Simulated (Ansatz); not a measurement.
# AlNi: the cost of one run

Computed with Ansatz 0.2.0 (DFT PBE, scalar-relativistic, unless a step's input says otherwise).

## 1. The starting structure

Symmetry: Pm-3m, No. 221, cubic system. Conventional cell: a = 2.881 Å, b = 2.881 Å, c = 2.881 Å, α = 90.00°, β = 90.00°, γ = 90.00°. Al (site symmetry m-3m) is surrounded by 8 Ni at 2.50 Å. Ni (site symmetry m-3m) has 8 Al at 2.50 Å as nearest neighbours.

Coordinates:

```
CELL_PARAMETERS angstrom
2.88100 0.00000 0.00000
0.00000 2.88100 0.00000
0.00000 0.00000 2.88100
ATOMIC_POSITIONS crystal
Al 0.00000 0.00000 0.00000
Ni 0.50000 0.50000 0.50000
```

Atoms are numbered in the order of the input: Al1, Ni2.

## 2. The deformed structure

Space group Pm-3m before, P4/mmm after.

## 3. Full-potential LAPW

input.yaml reads:

```yaml
crystal:
  lattice:
    - [2.85219, 0.0, 0.0]
    - [0.0, 2.85219, 0.0]
    - [0.0, 0.0, 2.881]
  atoms:
    - { symbol: Al, position: [0.0, 0.0, 0.0] }
    - { symbol: Ni, position: [0.5, 0.5, 0.5], spin: 1.5 }
magnetization:
  spin_polarized: true
kpoints:
  mp_grid: { grid: [13, 13, 13] }
  band_path:
    path:
      - [0.0, 0.0, 0.0]
      - [0.0, 0.5, 0.0]
      - [0.5, 0.5, 0.0]
      - [0.0, 0.0, 0.0]
      - [0.0, 0.0, 0.5]
      - [0.0, 0.5, 0.5]
      - [0.5, 0.5, 0.5]
      - [0.0, 0.0, 0.5]
      - [0.0, 0.5, 0.0]
    npoints: 5
scf:
  occupations: { method: fermi_dirac, width: 0.05 }
hamiltonian:
  xc: pbe
  pseudopotentials: { kind: all_electron, lapw: { basis_error: 0.0005 } }
output:
  forces: true
  stress: true
  eigenvalues: true
```

Launch:

```
> ansatz run input.yaml --threads 1 --pin off --max-ram 3072MiB --backend cpu --events-out ev --progress --plain --runs-dir out
```

What time and memory should one allow on 1 thread of Arm Neoverse V1, shared host?

About 80 s, with a peak of 0.82 GiB.
